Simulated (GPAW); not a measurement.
# Si in GPAW: convergence with plane-wave cutoff (eV)

Si:

```xyz
1
Lattice="-1.6322 1.6888 1.1667 1.7308 -1.6933 1.2937 1.6246 1.6857 -1.1723" Properties=species:S:1:pos:R:3 pbc="T T T"
Si    0.0000    0.0000    0.0000
```

This isn't the form of Si at room conditions, which is diamond.

| Item | Value |
| --- | --- |
| Program | GPAW 26.7.0 |
| Task | convergence study |
| Functional | PBE |
| Potentials or basis | GPAW PAW data sets (gpaw-data 1.2.1) |
| Cutoff | 200 eV |
| Basis | pw |
| k mesh | 8 × 8 × 7 |
| Occupations | fermi-dirac, width 0.05 eV |
| Spin | no spin polarisation |

These are the settings of the first run; the series varies plane-wave cutoff (eV), with any setting tied to it.

Hardware: 1 thread of Arm Neoverse N1, with other jobs on the host.

```tsv
plane-wave cutoff (eV)	energy less the tightest run, at zero smearing (meV/atom)	pressure (GPa)	SCF cycles	CPU time (s)	peak memory (GiB)
200	5.86	6.89	8	13	0.12
250	3.17	6.94	8	15	0.12
300	1.97	6.98	8	15	0.12
350	1.40	6.99	8	16	0.13
400	1.01	6.99	8	21	0.13
500	0.53	6.99	8	22	0.14
600	0.29	7.00	8	24	0.14
800	0.07	7.00	8	42	0.17
1000	0.00	7.00	8	44	0.19
```

Against the tightest run, the energy stays within 1 meV/atom from 500 on; the pressure stays within 0.1 GPa from 250 on. The tightest run that finished is the yardstick and may itself not be fully converged.

Caveat, for the tightest run too: the k mesh is coarse (spacing up to 0.40 Å⁻¹), so the values aren't converged.
